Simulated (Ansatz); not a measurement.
# LiBr: the cost of one run

Program: Ansatz 0.2.0. Level of theory: DFT r2SCAN, scalar-relativistic, plane waves, PAW. These are calculated values, not measurements.

### 1 The system as given

Symmetry: Fm-3m, No. 225, cubic system. Conventional cell: a = 5.501 Å, b = 5.501 Å, c = 5.501 Å, α = 90.00°, β = 90.00°, γ = 90.00°. Li (site symmetry m-3m) is surrounded by 6 Br at 2.75 Å. Around Br (site symmetry m-3m) lie 6 Li at 2.75 Å.

Structure file:

```cif
data_structure
_symmetry_space_group_name_H-M 'Fm-3m'
_symmetry_Int_Tables_number 225
_cell_length_a 5.5013
_cell_length_b 5.5013
_cell_length_c 5.5013
_cell_angle_alpha 90.000
_cell_angle_beta 90.000
_cell_angle_gamma 90.000
_cell_volume 166.49
loop_
_atom_site_label
_atom_site_type_symbol
_atom_site_symmetry_multiplicity
_atom_site_Wyckoff_symbol
_atom_site_fract_x
_atom_site_fract_y
_atom_site_fract_z
_atom_site_occupancy
Li1 Li 4 a 0.00000 0.00000 0.00000 1
Br1 Br 4 b 0.50000 0.00000 0.00000 1
```

The structure comes from the Crystallography Open Database.

(A quick probe on a coarse mesh, which set the mesh and smearing, is not shown.)

### 3 Relaxing cell and atoms

The input, input.yaml:

```yaml
crystal:
  lattice:
    - [0.0, 2.75065, 2.75065]
    - [2.75065, 0.0, 2.75065]
    - [2.75065, 2.75065, 0.0]
  atoms:
    - { symbol: Li, position: [0.0, 0.0, 0.0] }
    - { symbol: Br, position: [0.5, 0.5, 0.5] }
basis:
  ecutwfc: 500
kpoints:
  mp_grid: { grid: [8, 8, 8] }
hamiltonian:
  xc: r2scan
scf:
  occupations: { method: gaussian, width: 0.02 }
output:
  forces: true
  stress: true
  eigenvalues: true
relax:
  adjacent_minimum: "off"
  f_tol: 0.005
  max_steps: 80
  cell: { stress_tol: 0.05 }
```

Run with:

```console
> ansatz run input.yaml --threads 1 --pin off --max-ram 2560MiB --backend cpu --events-out ev --progress --plain --runs-dir out
```

**Question.** How long does this run take on 1 thread of Intel Xeon 6975P-C (Granite Rapids), shared host, and how much memory does it need?

About 4.2 s, with a peak of 0.45 GiB.
